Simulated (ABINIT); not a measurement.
The system is V.

```
CELL_PARAMETERS angstrom
-1.51435 1.51435 1.51435
1.51435 -1.51435 1.51435
1.51435 1.51435 -1.51435
ATOMIC_POSITIONS crystal
V 0.00000 0.00000 0.00000
```

```yaml
Program: ABINIT 10.8.3 (patched build)
Task: relaxation of cell and atoms
Functional: PBE
Potentials_or_basis: JTH PAW PBE v2.0
Cutoff: 408 eV
k_mesh: 12 × 12 × 12
Occupations: fermi-dirac, width 0.05 eV
Spin: collinear spin, ferromagnetic start
Starting_moments: "[2.0] μB"
```

At the start: pressure -4.8 GPa; volume 13.89 Å³/atom.

Problem. Where does the relaxation end?

Solution. Over 3 steps the energy falls by 5.9 meV/atom and the volume is 13.50 Å³/atom (-2.8 %); space group Im-3m (No. 229, to 0.05 Å); moment 0.00 μB per cell.

The path:
| step | energy change (eV) | largest force (eV/Å) | pressure (GPa) | volume (Å³) |
| --- | --- | --- | --- | --- |
| 1 | 0.0000 | 0.0000 | -4.80 | 13.89 |
| 2 | -0.0045 | 0.0000 | -2.35 | 13.69 |
| 3 | -0.0059 | 0.0000 | 0.06 | 13.50 |

Final structure:
```
V
1.0
    -1.50005    1.50005    1.50005
     1.50005   -1.50005    1.50005
     1.50005    1.50005   -1.50005
V
1
Direct
  0.00000 0.00000 0.00000
```
